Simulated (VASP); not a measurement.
Set up this calculation in VASP 6.6.1, as the native input.

```yaml
Task: band structure
Functional: PBE0
Potentials_or_basis: VASP PAW PBE potentials, release 64 (C)
Cutoff: 520 eV
k_mesh: 7 × 7 × 7
Occupations: fermi-dirac, width 0.05 eV
Spin: no spin polarisation
Grid_for_exact_exchange_PRECFOCK: Normal
Exchange_at_q_=_0: truncated
Further_INCAR_settings: ALGO = Normal; EDIFF = 1e-07; NBANDS = 11
```

C:

```
CELL_PARAMETERS angstrom
0.00000 1.78337 1.78337
1.78337 0.00000 1.78337
1.78337 1.78337 0.00000
ATOMIC_POSITIONS crystal
C 0.75000 0.75000 0.75000
C 0.50000 0.50000 0.50000
```

This isn't the form of C at room conditions, which is graphite.

One way to write it, as run:

POSCAR

```
C
1.0
    0.0000000000      1.7833700000      1.7833700000
    1.7833700000      0.0000000000      1.7833700000
    1.7833700000      1.7833700000      0.0000000000
C
2
Direct
    0.7500000000      0.7500000000      0.7500000000
    0.5000000000      0.5000000000      0.5000000000
```

INCAR.step1

```
SYSTEM = C
ALGO = Normal ; EDIFF = 1E-5
ENCUT = 520 ; GGA = PE
ISIF = 2 ; ISMEAR = -1
LASPH = .True. ; LCHARG = .False.
LREAL = .False. ; LWAVE = .True.
NBANDS = 11 ; NELM = 80
PREC = Accurate ; SIGMA = 0.05
```

INCAR.step2

```
SYSTEM = C
AEXX = 0.25 ; ALGO = Normal
EDIFF = 1E-7 ; ENCUT = 520
GGA = PE ; HFRCUT = -1
ISIF = 2 ; ISMEAR = -1
ISTART = 1 ; LASPH = .True.
LCHARG = .False. ; LHFCALC = .True.
LREAL = .False. ; LWAVE = .False.
NBANDS = 11 ; NELM = 80
PREC = Accurate ; PRECFOCK = Normal
SIGMA = 0.05
```

KPOINTS

```
k-points
0
Gamma
  7 7 7
  0 0 0
```

KPOINTS_OPT

```
path GXWKGLUWLK,UX
12
line-mode
reciprocal
 0.0000000000  0.0000000000  0.0000000000  G
 0.5000000000  0.0000000000  0.5000000000  X

 0.5000000000  0.0000000000  0.5000000000  X
 0.5000000000  0.2500000000  0.7500000000  W

 0.5000000000  0.2500000000  0.7500000000  W
 0.3750000000  0.3750000000  0.7500000000  K

 0.3750000000  0.3750000000  0.7500000000  K
 0.0000000000  0.0000000000  0.0000000000  G

 0.0000000000  0.0000000000  0.0000000000  G
 0.5000000000  0.5000000000  0.5000000000  L

 0.5000000000  0.5000000000  0.5000000000  L
 0.6250000000  0.2500000000  0.6250000000  U

 0.6250000000  0.2500000000  0.6250000000  U
 0.5000000000  0.2500000000  0.7500000000  W

 0.5000000000  0.2500000000  0.7500000000  W
 0.5000000000  0.5000000000  0.5000000000  L

 0.5000000000  0.5000000000  0.5000000000  L
 0.3750000000  0.3750000000  0.7500000000  K

 0.6250000000  0.2500000000  0.6250000000  U
 0.5000000000  0.0000000000  0.5000000000  X
```

Potentials or basis: VASP PAW PBE potentials, release 64 (C).

Command:

```sh
$ cat potpaw_PBE.64/C/POTCAR > POTCAR
$ cp INCAR.step1 INCAR
$ mpirun -np 1 vasp_std > vasp.out
$ cp INCAR.step2 INCAR
$ mpirun -np 1 vasp_std > vasp.out
```

It gave:

```
Pressure                : -7.4 GPa
Band gap on the k mesh  : 6.16 eV, indirect (least direct gap 7.70 eV)
Band gap along the path : 6.03 eV, indirect (least direct gap 7.70 eV)
```

Caveat: the k mesh is coarse (spacing up to 0.44 Å⁻¹), so the values aren't converged, least of all with exact exchange; the PAW data sets were made with another functional, which shifts forces and pressure a little; the mesh misses the band edges, which the band path finds closer together.

Run time: 18 min on 1 thread of AMD EPYC 9R45 (Zen 5), with other jobs on the host, peak memory 0.12 GiB.
